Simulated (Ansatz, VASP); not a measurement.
**Pd: VASP beside Ansatz**

```
CELL_PARAMETERS angstrom
0.00000 2.96693 2.96693
2.96693 0.00000 2.96693
2.96693 2.96693 0.00000
ATOMIC_POSITIONS crystal
Pd 0.12500 0.12500 0.12500
Pd 0.87500 0.87500 0.87500
```

Alike in both runs: functional BLYP; k mesh 10 × 10 × 10; occupations fermi-dirac, width 0.1 eV; no spin polarisation.

Ansatz relaxed the structure, and its values are those at the end. VASP's run is a single point on that final structure, the one shown.

|  | VASP | Ansatz |
| --- | --- | --- |
| version | VASP 6.6.1 | Ansatz 0.2.0 |
| potentials or method | VASP PAW PBE potentials, release 64 (Pd) | plane waves (420 eV) with PAW, scalar-relativistic |
| plane-wave cutoff (eV) | 520 | 420 |
| valence electrons in the cell | 20 | 36 |

|  | VASP | Ansatz | Ansatz less VASP |
| --- | --- | --- | --- |
| pressure (GPa) | 0.0 | 0.0 | -0.05 |

The two sets of potentials don't hold the same shells in valence.

Caveats: the PAW data sets were made with another functional, which shifts forces and pressure a little (VASP).
